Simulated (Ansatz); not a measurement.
## Electron masses and the choice of a transistor channel

Plane-wave DFT in Ansatz, r2SCAN, scalar-relativistic PAW potentials, cutoff 500 eV, no spin-orbit coupling; no spin polarisation. Relaxed crystals whose conduction band edge is a single valley at Γ; masses by central differences along the Cartesian axes of the standard setting.

| crystal | gap (eV) | gap kind | m_x | m_y | m_z (mₑ) |
| --- | --- | --- | --- | --- | --- |
| CdTe (F-43m) | 1.17 | direct | 0.0908 | 0.0908 | 0.0908 |
| ZnSe (F-43m) | 1.87 | direct | 0.124 | 0.124 | 0.124 |
| ZnO (Fm-3m) | 1.57 | indirect | 0.215 | 0.215 | 0.215 |
| InP (F-43m) | 1.03 | direct | 0.0745 | 0.0745 | 0.0745 |
| GaAs (F-43m) | 0.96 | direct | 0.052 | 0.052 | 0.052 |

Problem. Take a film 5 nm thick, normal along z, current along x, at 300 K. Work out the injection velocity, the density-of-states capacitance and the confinement shift.

Solution. For a non-degenerate gas v_T = √(2k_BT/πm_x) = 5.38×10⁶ cm/s ÷ √(m_x/mₑ); one valley with both spins has C_Q = e²√(m_x m_y)/πħ² = 66.9 μF/cm² × √(m_x m_y)/mₑ; hard walls lift the first subband by ħ²π²/(2m_z t²) = 376 meV nm² ÷ (t² m_z/mₑ).
| crystal | v_T (10⁷ cm/s) | C_Q (μF/cm²) | shift (meV) |
| --- | --- | --- | --- |
| CdTe (F-43m) | 1.79 | 6.1 | 166 |
| ZnSe (F-43m) | 1.53 | 8.3 | 121 |
| ZnO (Fm-3m) | 1.16 | 14.4 | 70 |
| InP (F-43m) | 1.97 | 5.0 | 202 |
| GaAs (F-43m) | 2.36 | 3.5 | 289 |

Problem. With a gate oxide of 1 nm equivalent thickness (3.45 μF/cm²), which gives the most current per gate overdrive in the ballistic limit?

Solution. The gate capacitance is the series value C_G = 1/(1/C_ox + 1/C_Q), and the current goes as C_G v_T: GaAs (F-43m) 1.00, InP (F-43m) 0.98, CdTe (F-43m) 0.96, ZnSe (F-43m) 0.91, ZnO (Fm-3m) 0.79 (relative). For an isotropic mass C_G v_T peaks where C_Q = C_ox, at about 0.05 mₑ. This measure doesn't part those within 10 % of the top value: GaAs (F-43m), InP (F-43m), CdTe (F-43m), ZnSe (F-43m). C_Q is the degenerate value and v_T the non-degenerate one; at high drain bias only forward-going states fill, which halves C_Q, while degeneracy raises the velocity, so values within about 10 % of each other aren't ranked. Scattering and the charge centroid are left out, and so are side valleys, which confinement lifts less and can make the lowest. Semilocal functionals give gaps too small and so, as a rule, masses too light.

Spin-orbit coupling, left out, matters for the members with heavy elements.

Cost: about 3.5 core-minutes for the runs cited, on Arm Neoverse V1, AMD EPYC 9R45 (Zen 5), Arm Neoverse V2 and other processors (shared hosts).